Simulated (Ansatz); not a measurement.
Here is an Ansatz 0.2.0 calculation.

Contents of input.yaml:

```yaml
crystal:
  lattice:
    - [1.5583011152, 0.8996855683, 2.4961209107]
    - [-1.5583011152, 0.8996855683, 2.4961209107]
    - [0.0, -1.7993711366, 2.4961209107]
  atoms:
    - { symbol: Co, position: [0.99897832, 0.99897832, 0.99897832], spin: 2.0 }
    - { symbol: O, position: [0.75102103, 0.75102103, 0.75102103] }
hamiltonian:
  xc: revpbe
  pseudopotentials: { kind: paw }
  dispersion: d4
  hubbard:
    sites: [{ species: Co, l: d, u_eff: 4.5 }]
    projectors: all-electron-ortho-atomic
    double_counting: amf
magnetization:
  spin_polarized: true
kpoints:
  mp_grid: { grid: [10, 10, 10] }
scf:
  occupations: { method: fermi_dirac, width: 0.01 }
output:
  forces: true
  stress: true
relax:
  f_tol: 0.01
  max_steps: 40
  cell: { stress_tol: 0.05 }
```

Potentials or basis: Ansatz PAW.

Launch:

```sh
$ ansatz run input.yaml --threads 1 --pin off --max-ram 2560MiB --backend cpu --events-out ev --progress --plain --runs-dir out
```

**Question.** Predict the space group after relaxing (to 0.05 Å).

**Answer.** F-43m (No. 216).

**Question.** Predict the net moment.

**Answer.** 3.00 μB per cell.

**Question.** What does it give for the relaxed cell?

**Answer.** a = 3.266 Å, b = 3.266 Å, c = 3.266 Å, α = 60.00°, β = 60.00°, γ = 60.00°.

**Question.** Predict the relaxed volume.

**Answer.** 12.32 Å³/atom.

Step by step:
```tsv
step	energy change (eV)	largest force (eV/Å)	volume (Å³)
1	0.0000	0.6011	21.00
2	-0.2070	0.3430	22.58
3	-0.2684	0.1603	23.98
4	-0.2700	0.0958	24.24
5	-0.2706	0.0032	24.26
6	-0.2999	0.0037	24.26
7	-0.3011	0.0006	24.56
8	-0.3009	0.0009	24.64
9	-0.3023	0.0002	24.64
10	-0.3023	0.0000	24.64
11	-0.3023	0.0002	24.64
12	-0.3023	0.0002	24.64
```

Caveat: the magnetic or orbital state may not be the lowest; the plane-wave basis is chosen anew once the cell has moved, so the energies of steps on either side of that aren't comparable; the pressure holds a Pulay correction of +0.6 GPa for the finite cutoff; a cell with one magnetic atom can't hold antiferromagnetic order, which such compounds often take; the PAW data sets come from PBE, with cores solved anew for the run's functional, which leaves a small shift of forces and pressure. The state reached can hang on the start; a lower one may exist.
